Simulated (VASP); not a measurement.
# ZnO under pressure and tension, part 2 of 2

How does ZnO change with the volume? The starting structure is a measured crystal structure from the Crystallography Open Database. All runs use LDA. The equilibrium cell comes from relaxations that aren't shown. At each volume, shape and positions are relaxed as far as symmetry leaves them free.

VASP 6.6.1.

Results so far: the equilibrium volume 0.0 GPa; 0.96 of the equilibrium volume 7.2 GPa; 1.04 of the equilibrium volume -5.8 GPa; 0.92 of the equilibrium volume 16.2 GPa.

## (6) Relaxation at 0.98 of the equilibrium volume

Level of this step: LDA; plane waves and PAW (Zn, O) (VASP).

INCAR reads:

```
SYSTEM = ZnO
PREC = Accurate
ENCUT = 560
EDIFF = 1E-07
NELM = 100
ISMEAR = 0
SIGMA = 0.03
LREAL = .FALSE.
ALGO = Normal
GGA = CA
NBANDS = 24
LORBIT = 11
LWAVE = .FALSE.
LCHARG = .FALSE.
KPAR = 8
IBRION = 2
NSW = 50
ISIF = 4
EDIFFG = -0.003
```

POSCAR reads:

```
ZnO
1.0
    3.1738046632      0.0000000000      0.0000000000
   -1.5869023316      2.7485954625      0.0000000000
    0.0000000000      0.0000000000      5.1304135668
Zn O
2 2
Direct
    0.3333333300      0.6666666700      0.5002788034
    0.6666666700      0.3333333300      0.0002788034
    0.6666666700      0.3333333300      0.3787311966
    0.3333333300      0.6666666700      0.8787311966
```

KPOINTS reads:

```
Automatic mesh
0
Gamma
8 8 4
0 0 0
```

The projector-augmented-wave data sets are Zn and O (LDA family, release 64).

On the command line:

```bash
$ mpirun -np 8 vasp_std
```

What it wrote:

```text
[... set-up lines as in an earlier step ...]
 entering main loop
       N       E                     dE             d eps       ncg     rms          rms(c)
DAV:   1     0.288701453702E+03    0.28870E+03   -0.19241E+04  1440   0.233E+03
DAV:   2     0.333017350616E+01   -0.28537E+03   -0.27004E+03  1544   0.442E+02
DAV:   3    -0.238123587272E+02   -0.27143E+02   -0.26931E+02  1664   0.143E+02
DAV:   4    -0.242346788972E+02   -0.42232E+00   -0.42199E+00  1640   0.185E+01
[...]
DAV:  13    -0.211489792629E+02   -0.10343E-05   -0.44788E-06  2224   0.662E-02    0.119E-02
DAV:  14    -0.211489771425E+02    0.21204E-05   -0.36732E-06  2184   0.232E-02    0.298E-03
DAV:  15    -0.211489771022E+02    0.40298E-07   -0.79005E-07  1504   0.699E-03
   1 F= -.21148977E+02 E0= -.21148977E+02  d E =-.211490E+02
[...]
reached required accuracy - stopping structural energy minimisation
```

It took 12 s on 8 MPI ranks of Intel Xeon Platinum 8488C (Sapphire Rapids), shared host; peak memory 1.3 GiB.

OUTCAR, selected parts (step 6):

```text
  Total        0.9442558      0.9442558      0.9407490      0.0000000     -0.0000000      0.0000000
  in kB       33.8031235     33.8031234     33.6775877      0.0000000     -0.0000000      0.0000000
  external PRESSURE =      33.7612782 kB  Pullay stress =       0.0000000 kB

 POSITION                                       TOTAL-FORCE (eV/Angst)
 -----------------------------------------------------------------------------------
     -0.00000      1.83240      2.56664        -0.000000      0.000000      0.002264
      1.58690      0.91620      0.00143         0.000000      0.000000      0.002264
      1.58690      0.91620      1.94305         0.000000      0.000000     -0.002264
     -0.00000      1.83240      4.50825        -0.000000      0.000000     -0.002264
 -----------------------------------------------------------------------------------
    total drift:                                0.000004     -0.000001      0.000139

  FREE ENERGIE OF THE ION-ELECTRON SYSTEM (eV)
  ---------------------------------------------------
  free  energy   TOTEN  =       -21.1489771022 eV

  energy  without entropy=      -21.1489771022  energy(sigma->0) =      -21.14897710

[... 2 parts as in an earlier step ...]

[... 2 further parts left out ...]
[key lines of the parts left out:]
E-fermi :   1.6135
```

0.98 of the equilibrium volume: 11.189 Å³ an atom and a pressure of 3.38 GPa, and 0.830 eV of gap on the mesh. Further runs on this cell, not shown, give the modes B1 (2) 571.2, E2 (2) 464.2, E2 (1) 85.4 cm⁻¹.

## (7) Relaxation at 1.02 of the equilibrium volume

INCAR is that of step 6.

POSCAR reads:

```
ZnO
1.0
    3.2164111521      0.0000000000      0.0000000000
   -1.6082055761      2.7854937642      0.0000000000
    0.0000000000      0.0000000000      5.1992863968
Zn O
2 2
Direct
    0.3333333300      0.6666666700      0.5002788034
    0.6666666700      0.3333333300      0.0002788034
    0.6666666700      0.3333333300      0.3787311966
    0.3333333300      0.6666666700      0.8787311966
```

KPOINTS is that of step 6.

On the command line:

```bash
$ mpirun -np 8 vasp_std
```

What it wrote:

```text
[... set-up lines as in an earlier step ...]
 entering main loop
       N       E                     dE             d eps       ncg     rms          rms(c)
DAV:   1     0.290321736400E+03    0.29032E+03   -0.19674E+04  1456   0.232E+03
DAV:   2     0.476747747408E+01   -0.28555E+03   -0.27220E+03  1536   0.441E+02
DAV:   3    -0.237458543070E+02   -0.28513E+02   -0.28270E+02  1648   0.145E+02
DAV:   4    -0.242121627981E+02   -0.46631E+00   -0.46603E+00  1640   0.193E+01
[...]
DAV:  13    -0.211521366595E+02   -0.23528E-05   -0.87548E-06  2208   0.785E-02    0.126E-02
DAV:  14    -0.211521343669E+02    0.22926E-05   -0.47407E-06  1784   0.197E-02    0.318E-03
DAV:  15    -0.211521343324E+02    0.34572E-07   -0.51991E-07  1504   0.582E-03
   1 F= -.21152134E+02 E0= -.21152134E+02  d E =-.211521E+02
[...]
reached required accuracy - stopping structural energy minimisation
```

Elapsed: 14 s, on 8 MPI ranks; peak memory 1.3 GiB; 81 s of CPU time.

OUTCAR, selected parts (step 7):

```text
  Total       -0.9047683     -0.9047683     -0.8977836      0.0000000      0.0000000      0.0000000
  in kB      -31.1193456    -31.1193456    -30.8791083      0.0000000      0.0000000      0.0000000
  external PRESSURE =     -31.0392665 kB  Pullay stress =       0.0000000 kB

 POSITION                                       TOTAL-FORCE (eV/Angst)
 -----------------------------------------------------------------------------------
     -0.00000      1.85700      2.60109        -0.000000      0.000000     -0.001238
      1.60821      0.92850      0.00145        -0.000000      0.000000     -0.001238
      1.60821      0.92850      1.96913         0.000000     -0.000000      0.001238
     -0.00000      1.85700      4.56878        -0.000000      0.000000      0.001238
 -----------------------------------------------------------------------------------
    total drift:                                0.000004     -0.000003     -0.000225

  FREE ENERGIE OF THE ION-ELECTRON SYSTEM (eV)
  ---------------------------------------------------
  free  energy   TOTEN  =       -21.1521343324 eV

  energy  without entropy=      -21.1521343324  energy(sigma->0) =      -21.15213433

[... 2 parts as in an earlier step ...]

[... 2 further parts left out ...]
[key lines of the parts left out:]
E-fermi :   1.2407
```

1.02 of the equilibrium volume: 11.645 Å³ an atom and a pressure of -3.10 GPa, and 0.765 eV of gap on the mesh. Further runs on this cell, not shown, give the modes B1 (2) 539.9, E2 (2) 429.2, E2 (1) 93.2 cm⁻¹.

## (8) Relaxation at 0.9 of the equilibrium volume

INCAR is that of step 7.

POSCAR reads:

```
ZnO
1.0
    3.0849798980      0.0000000000      0.0000000000
   -1.5424899490      2.6716709594      0.0000000000
    0.0000000000      0.0000000000      4.9868295002
Zn O
2 2
Direct
    0.3333333300      0.6666666700      0.5002788034
    0.6666666700      0.3333333300      0.0002788034
    0.6666666700      0.3333333300      0.3787311966
    0.3333333300      0.6666666700      0.8787311966
```

KPOINTS is that of step 7.

On the command line:

```bash
$ mpirun -np 8 vasp_std
```

What it wrote:

```text
[... set-up lines as in an earlier step ...]
 entering main loop
       N       E                     dE             d eps       ncg     rms          rms(c)
DAV:   1     0.296581716429E+03    0.29658E+03   -0.19647E+04  1456   0.243E+03
DAV:   2     0.409761034377E+01   -0.29248E+03   -0.27754E+03  1536   0.456E+02
DAV:   3    -0.236448387415E+02   -0.27742E+02   -0.27541E+02  1664   0.146E+02
DAV:   4    -0.240603456656E+02   -0.41551E+00   -0.41526E+00  1624   0.184E+01
[...]
DAV:  13    -0.208740608817E+02    0.46135E-05   -0.91410E-06  2240   0.625E-02    0.592E-03
DAV:  14    -0.208740608643E+02    0.17411E-07   -0.34867E-06  1528   0.143E-02    0.238E-03
DAV:  15    -0.208740607722E+02    0.92079E-07   -0.35329E-07  1632   0.541E-03
   1 F= -.20874061E+02 E0= -.20874061E+02  d E =-.208741E+02
[... from here on, the cycles between the ionic steps are left out ...]
   2 F= -.20874072E+02 E0= -.20874072E+02  d E =-.114514E-04
   3 F= -.20874073E+02 E0= -.20874073E+02  d E =-.118208E-04
   4 F= -.20874086E+02 E0= -.20874086E+02  d E =-.136969E-04
   5 F= -.20874116E+02 E0= -.20874116E+02  d E =-.437332E-04
   6 F= -.20874126E+02 E0= -.20874126E+02  d E =-.531036E-04
[...]
reached required accuracy - stopping structural energy minimisation
```

Wall time 24 s (8 MPI ranks); peak memory 1.4 GiB.

Parts of OUTCAR (step 8):

```text
  Total        5.5152067      5.5152067      5.5108104      0.0000000      0.0000000     -0.0000000
  in kB      214.9871718    214.9871707    214.8158003      0.0000000      0.0000000     -0.0000000
  external PRESSURE =     214.9300476 kB  Pullay stress =       0.0000000 kB

 POSITION                                       TOTAL-FORCE (eV/Angst)
 -----------------------------------------------------------------------------------
     -0.00000      1.77870      2.50535         0.000000     -0.000000     -0.002256
      1.54040      0.88935      0.00517        -0.000000      0.000000     -0.002256
      1.54040      0.88935      1.89002         0.000000     -0.000000      0.002256
     -0.00000      1.77870      4.39019        -0.000000      0.000000      0.002256
 -----------------------------------------------------------------------------------
    total drift:                                0.000003     -0.000003     -0.001249

  FREE ENERGIE OF THE ION-ELECTRON SYSTEM (eV)
  ---------------------------------------------------
  free  energy   TOTEN  =       -20.8741256967 eV

  energy  without entropy=      -20.8741256967  energy(sigma->0) =      -20.87412570

[... 2 parts as in an earlier step ...]

[... 2 further parts left out ...]
[key lines of the parts left out:]
E-fermi :   2.5107
```

0.9 of the equilibrium volume: 10.275 Å³ an atom and a pressure of 21.49 GPa, and 0.961 eV of gap on the mesh. Further runs on this cell, not shown, give the modes B1 (2) 646.6, E2 (2) 541.3, E2 (1) 59.9 cm⁻¹.

## (9) Relaxation at 1.06 of the equilibrium volume

INCAR is that of step 8.

POSCAR reads:

```
ZnO
1.0
    3.2579178095      0.0000000000      0.0000000000
   -1.6289589047      2.8214395839      0.0000000000
    0.0000000000      0.0000000000      5.2663813634
Zn O
2 2
Direct
    0.3333333300      0.6666666700      0.5002788034
    0.6666666700      0.3333333300      0.0002788034
    0.6666666700      0.3333333300      0.3787311966
    0.3333333300      0.6666666700      0.8787311966
```

KPOINTS is that of step 8.

On the command line:

```bash
$ mpirun -np 8 vasp_std
```

What it wrote:

```text
[... set-up lines as in an earlier step ...]
 entering main loop
       N       E                     dE             d eps       ncg     rms          rms(c)
DAV:   1     0.290203395148E+03    0.29020E+03   -0.19710E+04  1456   0.230E+03
DAV:   2     0.456334252749E+01   -0.28564E+03   -0.27168E+03  1600   0.436E+02
DAV:   3    -0.236687914522E+02   -0.28232E+02   -0.28024E+02  1616   0.143E+02
DAV:   4    -0.241367795262E+02   -0.46799E+00   -0.46770E+00  1672   0.194E+01
[...]
DAV:  13    -0.210888570344E+02   -0.27777E-05   -0.11274E-05  2312   0.627E-02    0.120E-02
DAV:  14    -0.210888550653E+02    0.19692E-05   -0.48539E-06  1576   0.193E-02    0.310E-03
DAV:  15    -0.210888550215E+02    0.43727E-07   -0.35724E-07  1568   0.519E-03
   1 F= -.21088855E+02 E0= -.21088855E+02  d E =-.210889E+02
[...]
N       E                     dE             d eps       ncg     rms          rms(c)
DAV:   1    -0.210888571113E+02   -0.20460E-05   -0.83034E-04  1472   0.215E-01    0.118E-02
DAV:   2    -0.210888578568E+02   -0.74547E-06   -0.25753E-05  1712   0.539E-02    0.687E-03
DAV:   3    -0.210888569075E+02    0.94925E-06   -0.65608E-07  1744   0.139E-02    0.199E-03
DAV:   4    -0.210888568585E+02    0.48971E-07   -0.39630E-07  1544   0.626E-03
   2 F= -.21088857E+02 E0= -.21088857E+02  d E =-.183701E-05
 trial-energy change:   -0.000002  1 .order   -0.000002   -0.000004   -0.000000
 step:   1.0026(harm=  1.0026)  dis= 0.00018  next Energy=   -21.088857 (dE=-0.176E-05)
 reached required accuracy - stopping structural energy minimisation
```

It took 19 s on 8 MPI ranks; peak memory 1.4 GiB; 2 min of CPU time.

Parts of OUTCAR (step 9):

```text
  Total       -2.5009495     -2.5009495     -2.5073481     -0.0000000      0.0000000      0.0000000
  in kB      -82.7736920    -82.7736919    -82.9854651     -0.0000000      0.0000000      0.0000000
  external PRESSURE =     -82.8442830 kB  Pullay stress =       0.0000000 kB

 POSITION                                       TOTAL-FORCE (eV/Angst)
 -----------------------------------------------------------------------------------
     -0.00000      1.88089      2.63468         0.000000      0.000000     -0.000683
      1.62890      0.94044      0.00129         0.000000     -0.000000     -0.000683
      1.62890      0.94044      1.99488        -0.000000     -0.000000      0.000683
     -0.00000      1.88089      4.62827        -0.000000      0.000000      0.000683
 -----------------------------------------------------------------------------------
    total drift:                                0.000004     -0.000002     -0.000934

  FREE ENERGIE OF THE ION-ELECTRON SYSTEM (eV)
  ---------------------------------------------------
  free  energy   TOTEN  =       -21.0888568585 eV

  energy  without entropy=      -21.0888568585  energy(sigma->0) =      -21.08885686

[... 2 parts as in an earlier step ...]

[... 2 further parts left out ...]
[key lines of the parts left out:]
E-fermi :   0.8886
```

1.06 of the equilibrium volume: 12.102 Å³ an atom and a pressure of -8.28 GPa, and 0.703 eV of gap on the mesh. Further runs on this cell, not shown, give the modes B1 (2) 511.6, E2 (2) 396.4, E2 (1) 97.4 cm⁻¹.

## (10) The runs compared

| run | volume (Å³/atom) | pressure (GPa) | gap on the mesh (eV) | B1 (2) | E2 (2) | E2 (1) | core minutes |
| --- | --- | --- | --- | --- | --- | --- | --- |
| 0.9 of the equilibrium volume | 10.275 | 21.49 | 0.961 | 646.6 | 541.3 | 59.9 | 3.2 |
| 0.92 of the equilibrium volume | 10.504 | 16.24 | 0.929 | 625.2 | 521.3 | 67.1 | 2.93 |
| 0.96 of the equilibrium volume | 10.96 | 7.2 | 0.863 | 588.5 | 482.2 | 77.1 | 1.23 |
| 0.98 of the equilibrium volume | 11.189 | 3.38 | 0.83 | 571.2 | 464.2 | 85.4 | 1.6 |
| the equilibrium volume | 11.417 | -0.03 | 0.797 | 555.0 | 446.7 | 88.6 | 1.39 |
| 1.02 of the equilibrium volume | 11.645 | -3.1 | 0.765 | 539.9 | 429.2 | 93.2 | 1.84 |
| 1.04 of the equilibrium volume | 11.874 | -5.85 | 0.734 | 525.7 | 412.3 | 95.4 | 1.76 |
| 1.06 of the equilibrium volume | 12.102 | -8.28 | 0.703 | 511.6 | 396.4 | 97.4 | 2.56 |

Modes are in cm⁻¹ and matched by symmetry and order, imaginary ones as negative numbers. A number in brackets counts the listed modes of one symmetry from the lowest. The symmetry labels come from an automatic analysis and can be wrong where levels nearly coincide. Core minutes are wall time times ranks of the run shown, on a shared host.

## (11) Summary of results

```
pressure at 0.9 of the equilibrium volume  : 21.49 GPa
pressure at 0.92 of the equilibrium volume : 16.24 GPa
pressure at 0.96 of the equilibrium volume : 7.20 GPa
pressure at 0.98 of the equilibrium volume : 3.38 GPa
pressure at the equilibrium volume         : -0.03 GPa
pressure at 1.02 of the equilibrium volume : -3.10 GPa
pressure at 1.04 of the equilibrium volume : -5.85 GPa
pressure at 1.06 of the equilibrium volume : -8.28 GPa
```

Between 0.9 of the equilibrium volume and 1.06 of the equilibrium volume the pressure on ZnO goes from 21.5 to -8.3 GPa. Over this range the gap on the mesh falls or stays level: 0.96, 0.93, 0.86, 0.83, 0.80, 0.77, 0.73, 0.70 eV. Semilocal functionals give gaps that are too small, spin-orbit coupling is left out, and the mesh may miss the true band edges, by more at some strains than at others. Where bands change their order, the gap's trend can turn. The B1 (2) mode goes from 647 to 512 cm⁻¹, a mean mode Grüneisen parameter of 1.4. The E2 (2) mode goes from 541 to 396 cm⁻¹, a mean mode Grüneisen parameter of 1.9. The E2 (1) mode goes from 60 to 97 cm⁻¹, a mean mode Grüneisen parameter of -3.0. The frequencies are harmonic, and the splitting of polar modes by their long-range field is left out. Further runs on this material are not shown.

[Lines on the potential files, build, host, timing and source positions are cut from VASP's logs without a mark.]

[Logs are printed without paths, hosts, clocks, repeated set-up lines and the standing remarks that a program may print on its own settings, such as how far it seeks lower states.]

[Hosts, paths, dates, database ids (printed as entryN), source tags and the programs' standing remarks are cut or masked in the printed files.]
